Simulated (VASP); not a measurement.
Crystal: SrO.

```
CELL_PARAMETERS angstrom
3.86444 0.00000 0.00000
-1.93222 3.34671 0.00000
0.00000 0.00000 6.31061
ATOMIC_POSITIONS crystal
Sr 0.00000 0.00000 0.00000
Sr 0.33333 0.66667 0.50000
O 0.00000 0.00000 0.37500
O 0.33333 0.66667 0.87500
```

The cell was built by a generator and needn't be a form met in nature.

- Program: VASP 6.6.1
- Task: relaxation of cell and atoms
- Functional: PBEsol
- Potentials or basis: VASP PAW PBE potentials, release 64 (Sr_sv, O)
- Cutoff: 600 eV
- k mesh: 9 × 9 × 4
- Occupations: gaussian, width 0.02 eV
- Spin: no spin polarisation

At the start: pressure 3.5 GPa; volume 20.40 Å³/atom.

How do energy, volume and symmetry change on relaxing?

Over 42 steps the energy falls by 89.7 meV/atom and the volume is 19.98 Å³/atom (-2.1 %); space group P6_3/mmc (No. 194, to 0.05 Å).

Step by step:
| step | energy change (eV) | largest force (eV/Å) | pressure (GPa) | volume (Å³) |
| --- | --- | --- | --- | --- |
| 1 | 0.0000 | 0.1364 | 3.45 | 81.62 |
| 3 | -0.0494 | 0.1420 | -0.30 | 85.92 |
| 5 | -0.0794 | 0.1601 | -0.22 | 85.62 |
| 7 | -0.1150 | 0.7965 | 0.05 | 82.96 |
| 9 | 0.0726 | 1.4319 | 1.77 | 82.87 |
| 11 | -0.0910 | 0.7888 | -0.17 | 83.70 |
| 13 | -0.1783 | 0.1716 | -1.50 | 84.25 |
| 15 | -0.1931 | 0.1592 | 0.38 | 81.82 |
| 17 | -0.2149 | 0.1964 | 0.50 | 81.26 |
| 19 | -0.3091 | 0.3287 | 1.80 | 78.56 |
| 21 | -0.2990 | 0.3893 | 2.14 | 78.33 |
| 23 | -0.3009 | 0.3779 | 2.60 | 77.86 |
| 25 | -0.3156 | 0.2882 | 2.30 | 78.06 |
| 27 | -0.3209 | 0.1868 | 2.11 | 78.25 |
| 29 | -0.3458 | 0.1348 | 0.67 | 79.45 |
| 31 | -0.3531 | 0.0943 | -0.58 | 80.63 |
| 33 | -0.3544 | 0.0887 | -0.41 | 80.43 |
| 35 | -0.3545 | 0.0332 | 0.78 | 79.10 |
| 37 | -0.3575 | 0.0507 | 0.11 | 79.81 |
| 39 | -0.3581 | 0.0161 | -0.39 | 80.33 |
| 41 | -0.3589 | 0.0020 | 0.01 | 79.91 |
| 42 | -0.3589 | 0.0024 | 0.01 | 79.91 |

Final structure:
```cif
data_structure
_symmetry_space_group_name_H-M 'P 1'
_symmetry_Int_Tables_number 1
_cell_length_a 4.2436
_cell_length_b 4.2436
_cell_length_c 5.1237
_cell_angle_alpha 90.000
_cell_angle_beta 90.000
_cell_angle_gamma 120.000
_cell_volume 79.91
loop_
_atom_site_label
_atom_site_type_symbol
_atom_site_fract_x
_atom_site_fract_y
_atom_site_fract_z
_atom_site_occupancy
Sr1 Sr 0.00000 0.00000 0.93739 1
Sr2 Sr 0.33333 0.66667 0.43739 1
O1 O 0.00000 0.00000 0.43761 1
O2 O 0.33333 0.66667 0.93761 1
```

Caveat: the PAW data sets were made with another functional, which shifts forces and pressure a little.
